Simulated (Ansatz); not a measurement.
# Lattice dynamics of SnO2 monolayer (2H), part 2 of 3

Aim: the vibrations of SnO2 monolayer (2H), their spectra, and whether the structure is stable.

Ansatz 0.2.0; DFT LDA, scalar-relativistic, plane waves, PAW.

So far. Step 4 (Relaxing to small forces for the phonons): The largest force component left is 0.25 meV/Å, within the tolerances set.

## (5) Modes at Γ

The zone centre comes first: it holds the modes that light can see, as far as symmetry allows. The response to a homogeneous field gives the Born charges and the dielectric tensor, and its change with displacement the Raman tensors.

Input file input.yaml:

```yaml
crystal:
  lattice:
    - [3.0393884735, 0.0, 0.0]
    - [-1.5196942368, 2.6321876301, 0.0]
    - [0.0, 0.0, 28.7]
  atoms:
    - { symbol: Sn, position: [0.3333333333, 0.6666666667, 0.3484320557] }
    - { symbol: O, position: [0.6666666667, 0.3333333333, 0.3905390016] }
    - { symbol: O, position: [0.6666666667, 0.3333333333, 0.3063251098] }
  periodic: [true, true, false]
kpoints:
  mp_grid: { grid: [12, 12, 1] }
hamiltonian:
  xc: lda
scf:
  occupations: { method: fixed }
output:
  eigenvalues: true
phonons:
  method: dfpt
  dielectric: true
  raman: true
```

Started as:

```bash
ansatz run input.yaml --threads 8 --pin off --max-ram 14336MiB --backend cpu --events-out ev --progress --plain --runs-dir out
```

Numbers of over 12 decimals in the logs are rounded to 6 here.

Log:

```text
Warning: phonons.dielectric: true without phonons.rigid_motions: the static dielectric tensor ε⁰ will be withheld (ε∞, Z* and the rows of modes are given); for a crystal or a slab, whose only rigid motions are the translations, set phonons.rigid_motions: translations
Warning: crystal.symmetry: narrowed to the stabiliser of the run's FFT grids — unitary ops 12 → 6. A phonons.method: dfpt run fills in the rows of the dynamical matrix that it does not solve by its symmetry operations, which is exact only for operations that map its FFT grids onto themselves: filled in by any other, the frequencies could depend on the order in which like atoms are typed, or, by more than the grids' own error, on where the crystal sits among the grids' points. Excluded: 6 operations. The run can therefore solve more perturbations, solve them on more k-points, or both, and cost more. [rest of the remark cut]
[...]
Crystal: 3 atoms, lattice volume = 229.607 Å³
Basis set: ecut = 420 eV, 4451 PW (Γ), exchange–correlation on 48×48×384 points (8 copies of the dense FFT grid, shifted against one another)
Bands: 17, of which v1, the nominal top of the filled ones, is band 13 counted from 1 (12 counted from 0)
Symmetry: 12 space group operations
k-points: 43 of 144 (irreducible under 2 space group operations, time reversal used)
[...]
SCF iter   1: F=—  HF=-6987.980722 eV  |F-HF|=—  |Δ(HF+E_count)|=         —  Δρ=8.41e-3  dr2=1.44e-1  ethr=1.77e-3  ⟨swp⟩=7.9  Hψ=4901  notcnv=0  defer=84
[...]
SCF iter   9: F=-6987.938627 eV  HF=-6987.938627 eV  |F-HF|=1.82e-12  |Δ(HF+E_count)|=   3.11e-9  Δρ=6.81e-8  dr2=7.07e-12  ethr=1.00e-12  ⟨swp⟩=9.6  Hψ=5084  notcnv=0
SCF 1 converged in 9 iterations: F = -6987.938627 eV  dr2 = 7.07e-12
[...]
DFPT response loops at Γ: preconditioner auto → none (the input reference at scf.mixing.eps_inf says where Resta's filter doesn't serve); β = 0.50; Broyden in place of MSR1
── the response to a field inside a basis, on 18×18×2 k-points: an SCF that follows is theirs, and a resumed run solves both again ──
Bands: 14, of which v1, the nominal top of the filled ones, is band 13 counted from 1 (12 counted from 0)
k-points: 171
[...]
Eigensolver: Dense (171 Hₖ)
SCF iter   1: F=—  HF=-6987.943694 eV  |F-HF|=—  |Δ(HF+E_count)|=         —  Δρ=2.81e-4  dr2=3.24e-5  ethr=1.00e-1
[...]
SCF iter   6: F=-6987.943684 eV  HF=-6987.943684 eV  |F-HF|=8.19e-12  |Δ(HF+E_count)|=  4.33e-10  Δρ=1.58e-7  dr2=2.71e-11  ethr=1.28e-11
SCF 1 converged in 6 iterations: F = -6987.943684 eV  dr2 = 2.71e-11
[...]
SCF converged after 9 iterations
an eigenvalue changed by more than its tolerance at an iteration that met the thresholds in force, so the SCF went on 1 time: the last check found none over its tolerance
Free energy (F): -6987.938627 eV
[...]
Internal energy: -6987.938627 eV  (E = F + TS)
E sigma→0 (E₀):  -6987.938627 eV
Fermi energy:    -8.787876 eV
[...]
--- Band table (eV; the first three rows and the last of 43) ---
  k-point 0: bands = [... 9 lower, -10.2145, -9.6526, -9.6526, -9.5539, -8.1265, -2.8922, -0.3473, -0.0900]
  k-point 1: bands = [... 9 lower, -10.3184, -9.9381, -9.6636, -9.5081, -7.6658, -2.5417, -0.2229, 0.0590]
  k-point 2: bands = [... 9 lower, -10.6168, -10.5954, -9.6937, -9.3860, -6.8357, -1.6856, -0.2324, 0.2848]
  k-point 42: bands = [... 9 lower, -12.2935, -11.9791, -10.4414, -8.8678, -4.5050, -3.1666, 1.0317, 1.3919]
--- Phonons (Γ-DFPT): 6 representative perturbations + reference, on 43 of 144 k-points (Σ response iterations 25) ---
  ASR residual: 2.574e-4 → 0.000e0 eV/Å²; symmetrization residual: 1.273e-5 eV/Å²
  The last average, over the group as it would stand without the narrowing to the FFT grids, took up to 1.113e-6 eV/Å² of the zone centre's force constants
  ASR residual per site (eV/Å²): 2.57e-4 1.72e-5 1.94e-5
  Γ frequencies (cm⁻¹): 0.00 0.00 0.00 67.99 67.99 354.70 354.70 540.10 648.34
  ε∞ (high-frequency dielectric tensor):
        1.793001     0.000000     0.000000
        0.000000     1.793001     0.000000
        0.000000     0.000000     1.118826
  α∞ (the layer's polarisability for a field applied outside it; Å, Gaussian; ε∞ is over the cell's 28.700 Å):
        1.811114     0.000000     0.000000
        0.000000     1.811114     0.000000
        0.000000     0.000000     0.271383
  ε⁰ (static dielectric tensor): not given — the deck does not say what the cell's rigid motions are, and on a molecule in a box or a wire the rigid rotations would enter the sum over the modes at Γ. For a crystal or a slab, whose only rigid motions are the translations, set phonons.rigid_motions: translations.
  Born effective charges Z* (e; rows j = field, columns β = displacement):
    site 0:
         4.13637   -0.00000   -0.00000
         0.00000    4.13637    0.00000
         0.00000    0.00000    0.55898
    site 1:
        -2.06818    0.00000   -0.00000
         0.00000   -2.06818   -0.00000
        -0.00000   -0.00000   -0.27949
    site 2:
        -2.06818    0.00000    0.00000
        -0.00000   -2.06818    0.00000
         0.00000    0.00000   -0.27949
  Z* charge neutrality: 2.596e-3 e pre-enforcement
  solved inside a basis spanned on kpoints, on 18×18×2 k-points transformed towards the longest dipole: ε∞ is read to err by 4.2e-3, Z* by 2.2e-2 e (field_mesh: kpoints solves on kpoints); Z* is corrected for what the basis lacks
  Raman tensors (in the event stream and the table raman_tensors.tsv): an entry may err by 1.8e-2 Å², one of the second-order susceptibility by 1.6e-3 pm/V (basis, points and sum rule); their sum over the sites missed zero by 2.449e-5 Å² ahead of its enforcement
  optical modes at Γ without the LO–TO term, one row a degenerate level:
      ω (cm⁻¹)  modes    IR ((D/Å)²/amu)  static Raman (Å⁴/amu)  depolarisation
         67.99      2             0.0000                 0.0069           0.750
        354.70      2            31.3225                64.4546           0.750
        540.10      1             0.2860                 0.0000               —
        648.34      1             0.0000               141.6033           0.102
```

Elapsed: 3.7 min, on 8 threads of Arm Neoverse V2, shared host; peak memory 3 GiB.

In the SCF lines HF is the Harris–Foulkes energy and dr2 the Hartree energy of the density residual, in eV; the loop may stop once dr2 is under the threshold and the program's other checks hold. Hψ counts applications of the Hamiltonian.

This step gave:

| Property | Result |
| --- | --- |
| sum-rule residual before enforcement | 2.57e-4 eV/Å² |
| miss of the charge sum rule | 0.002596 e |
| estimated error of the dielectric tensor | 0.004224 |
| estimated error of the Born charges | 0.02209 e |
| point group | -6m2 |
| highest optical mode at the zone centre (no LO-TO term) | 648.3 cm⁻¹ |
| lowest optical zone-centre mode | 67.99 cm⁻¹ |
| largest Born charge (third of the trace) | 2.944 e |

Without the LO-TO term. Patterns of degenerate modes are one choice out of their space. The modes at Γ (shares of kinetic energy by element, %):

```csv
mode,frequency (cm⁻¹),symmetry,Sn %,O %
1,0.0,acoustic,79,21
2,0.0,acoustic,79,21
3,0.0,acoustic,79,21
4,68.0,E'',0,100
5,68.0,E'',0,100
6,354.7,E',21,79
7,354.7,E',21,79
8,540.1,A2'',21,79
9,648.3,A1',0,100
```

Displacements in mode 4 (68.0 cm⁻¹), the largest set to 1:
```
Sn1  0.00  0.00  0.00
O2   1.00  0.33  0.00
O3  -1.00 -0.33  0.00
```

Displacements in mode 9 (648.3 cm⁻¹), the largest set to 1:
```
Sn1  0.00  0.00  0.00
O2   0.00  0.00 -1.00
O3   0.00  0.00  1.00
```

High-frequency dielectric tensor, averaged over the cell of height 28.7 Å or as lengthened by the program, vacuum included. Tensor:

```csv
,x,y,z
x,1.793,0,0
y,0,1.793,0
z,0,0,1.119
```

Born charge (rows field, columns displacement) (e), principal values of the symmetric part by kind of site:

```csv
atom,atoms with these values,low,middle,high,mean
Sn1,1,0.56,4.14,4.14,2.94
O2,2,-2.07,-2.07,-0.28,-1.47
```

In full for Sn1:

```
4.14 0.00 0.00
0.00 4.14 0.00
0.00 0.00 0.56
```

Transverse modes. Infrared lines, with heights relative to the strongest:

```csv
position (cm⁻¹),label,relative intensity
68,E'',0.0
355,E',100
540,A2'',0.9
648,A1',0.0
```

Activity x (w_L - w)^4 (n + 1)/w, 532 nm, 300 K; the tensors are static ones, while 532 nm light lies above the computed direct gap, where resonance would change the heights. Raman lines, with heights relative to the strongest:

```csv
position (cm⁻¹),label,relative intensity
68,E'',0.2
355,E',100
540,A2'',0.0
648,A1',96
```

Before it was imposed, the acoustic sum rule was missed by 2.6e-4 eV/Å² and the charge sum rule by 0.0026 e. Small misses are needed for a sound result but don't prove that mesh and cutoff are converged. The lowest optical mode is real, 68.0 cm⁻¹.

## (6) Response at finite wavevector

Stability and thermal properties need the whole zone. Linear response on a 6×6×1 q mesh gives force constants as far as a supercell of that size would, and the tensors from the zone-centre run are typed in so that the long-range dipole term is interpolated apart.

input.yaml, the sections that differ from step 5:

```yaml
phonons:
  method: dfpt
  qmesh: [6, 6, 1]
  temperatures: { t_max: 1000, t_step: 50 }
  qpath:
    path:
      - [0.0, 0.0, 0.0]
      - [0.5, 0.0, 0.0]
      - [0.33333333, 0.33333333, 0.0]
      - [0.0, 0.0, 0.0]
    npoints: 10
  isolated: true
  non_analytic_term:
    high_frequency_dielectric_tensor: [[1.793, 0.0, 0.0], [0.0, 1.793, 0.0], [0.0, 0.0, 1.1188]]
    born_effective_charges:
      - { species: Sn, tensor: [[4.1364, 0.0, 0.0], [0.0, 4.1364, 0.0], [0.0, 0.0, 0.559]] }
      - { species: O, tensor: [[-2.0682, 0.0, 0.0], [0.0, -2.0682, 0.0], [0.0, 0.0, -0.2795]] }
      - { species: O, tensor: [[-2.0682, 0.0, 0.0], [0.0, -2.0682, 0.0], [0.0, 0.0, -0.2795]] }
    source: "zone-centre run at this cell"
# crystal, kpoints, hamiltonian, scf, output: as in step 5
```

Log:

```text
Warning: phonons: the dynamical matrix that this run interpolates holds no multipole term above the dipole-dipole one, and a site of this crystal is no centre of inversion, so its interpolated transverse optical and acoustic branches and sound speeds can stay off near Gamma, and the density of states and the thermodynamics with them. What a run solves at a wave vector of phonons.qpoints, Gamma apart, where the deck admits one, is free of this, and under fd what a larger phonons.supercell samples
[...]
Crystal: 3 atoms, lattice volume = 229.607 Å³
Basis set: ecut = 420 eV, 4451 PW (Γ), exchange–correlation on 48×48×384 points (8 copies of the dense FFT grid, shifted against one another)
Bands: 17, of which v1, the nominal top of the filled ones, is band 13 counted from 1 (12 counted from 0)
Symmetry: 12 space group operations
k-points: 19 of 144 (irreducible under 6 space group operations, time reversal used)
[...]
SCF iter   1: F=—  HF=-6987.980989 eV  |F-HF|=—  |Δ(HF+E_count)|=         —  Δρ=8.43e-3  dr2=1.45e-1  ethr=1.77e-3  ⟨swp⟩=7.9  Hψ=2137  notcnv=0  defer=38
[...]
SCF iter  10: F=-6987.938627 eV  HF=-6987.938627 eV  |F-HF|=1.73e-11  |Δ(HF+E_count)|=  1.18e-10  Δρ=2.85e-8  dr2=1.47e-12  ethr=1.00e-12  ⟨swp⟩=23.0  Hψ=4213  notcnv=0
SCF 1 converged in 10 iterations: F = -6987.938627 eV  dr2 = 1.47e-12
[...]
NSCF: frozen V_eff on 19 k-points
[...]
DFPT response loops at q = (0, 0, 0) (fractional): preconditioner auto → none (the input reference at scf.mixing.eps_inf says where Resta's filter doesn't serve); β = 0.50; Broyden in place of MSR1
[...]
SCF converged after 10 iterations
Free energy (F): -6987.938627 eV
[...]
Internal energy: -6987.938627 eV  (E = F + TS)
E sigma→0 (E₀):  -6987.938627 eV
Fermi energy:    -8.787877 eV
[...]
--- Band table (eV; the first three rows and the last of 19) ---
  k-point 0: bands = [... 9 lower, -10.2145, -9.6526, -9.6526, -9.5539, -8.1265, -2.8922, -0.3474, -0.0901]
  k-point 1: bands = [... 9 lower, -10.3184, -9.9381, -9.6636, -9.5081, -7.6658, -2.5417, -0.2229, 0.0589]
  k-point 2: bands = [... 9 lower, -10.6168, -10.5954, -9.6937, -9.3860, -6.8357, -1.6856, -0.2324, 0.2847]
  k-point 18: bands = [... 9 lower, -12.3107, -11.9051, -10.8475, -8.7879, -3.8656, -3.7439, 1.4382, 1.8677]
--- Phonons (Γ-DFPT): 6 representative perturbations + reference (Σ response iterations 21) ---
  ASR residual: 1.066e-4 → 0.000e0 eV/Å²; symmetrization residual: 5.754e-6 eV/Å²
[...]
ASR residual per site (eV/Å²): 1.07e-4 4.71e-5 4.82e-5
  Γ frequencies (cm⁻¹): 0.00 0.00 0.00 67.99 67.99 354.70 354.70 540.10 648.34
--- Phonons (arbitrary-q DFPT): 7 irreducible q on the 6×6×1 mesh ---
  q = [0.0000, 0.0000, 0.0000] (star 1, of the zone-centre solve; hermiticity 4.26e-7, symmetrization 4.58e-11, taken by the last average 1.82e-8): -0.00 -0.00 0.00 67.99 67.99 354.70 354.70 540.10 648.34
  q = [0.0000, 0.1667, 0.0000] (star 6, 9 solved perturbations on 78 of 144 k-point pairs; hermiticity 2.78e-7, symmetrization 6.69e-11, taken by the last average 3.83e-8): 13.80 82.33 127.49 150.50 232.31 362.32 503.61 504.49 647.46
[...]
q = [0.1667, 0.1667, 0.0000] (star 6, 6 solved perturbations in 666 linear systems a pass and spin channel, the states on 144 of 144 k-point pairs; hermiticity 5.61e-7, symmetrization 1.06e-11, taken by the last average 9.92e-8): 27.93 145.40 207.57 229.55 317.32 382.62 466.03 498.07 646.35
[...]
sum rule: each row above includes the acoustic sum rule's correction from the zone centre's row sums; it moved no ω² by more than (0.90 cm⁻¹)²
  mesh force constants: q→R imaginary residual 4.80e-19; ASR residual 1.066e-4 → 0.000e0 eV/Å²; symmetrization residual 2.842e-14 eV/Å²
  interpolated dispersion: 31 rows × 9 modes
  density of states and harmonic sums: on the 24×24×1 q-mesh, interpolated from the force constants of a 6×6×1 supercell (with the dipole–dipole term of supplied tensors)
  largest difference from the sums on the solved wave vectors: F 1.88e-2 eV, S 2.38e-5 and C_V 4.90e-6 eV/K
  zero-point energy: 0.183149 eV/cell   skipped modes (ω ≤ 0): 5, of them read as no rigid motion or as one in doubt: 2 (2.083e-2 modes/cell left out, lowest -2.09 cm⁻¹)   left out of the sums: 2.89e-3 of the cell's modes: C_V's classical limit lies that fraction below 3 k_B per atom; for a crystal, a wire or a layer, F and S can be off by more, and a phonons.interpolated_qmesh denser along its periods is the remedy for the sampling
```

The job ended after 4.1 min (8 threads; peak memory 1.6 GiB).

Numbers from this step:

```
gap on the k-mesh                                       : 0.6613 eV
sum-rule residual before enforcement                    : 1.07e-4 eV/Å²
lowest frequency on the path                            : -2.076 cm⁻¹
highest frequency on the path or at a solved wavevector : 648.3 cm⁻¹
lowest mode on the q mesh (acoustic modes at Γ apart)   : 13.8 cm⁻¹
```

Frequencies (cm⁻¹) solved at each irreducible wavevector; negative means imaginary. Frequencies by wavevector, by row:

```csv
q in reciprocal lattice units,star,mode 1,mode 2,mode 3,mode 4,mode 5,mode 6,mode 7,mode 8,mode 9
0 0 0,1,0,0,0,68,68,354.7,354.7,540.1,648.3
0 0.1667 0,6,13.8,82.3,127.5,150.5,232.3,362.3,503.6,504.5,647.5
0 0.3333 0,6,41.8,135.6,191.7,269.1,349.2,374.6,453.4,495,646.1
0 -0.5 0,3,57.5,153.4,214.2,319.4,379.6,389.4,425,480.9,645.2
0.1667 0.1667 0,6,27.9,145.4,207.6,229.6,317.3,382.6,466,498.1,646.4
0.1667 0.3333 0,12,51.7,189.3,267.3,291.9,370.3,405.4,428.4,476.7,644.9
0.3333 0.3333 0,2,58,241.8,277.3,344.3,346.3,415.6,443,450.3,644
```

[end of part 2 of 3]

[Logs are printed without paths, hosts, clocks, repeated set-up lines and the standing remarks that a program may print on its own settings, such as how far it seeks lower states.]

[Hosts, paths, dates, database ids (printed as entryN), source tags and the programs' standing remarks are cut or masked in the printed files.]
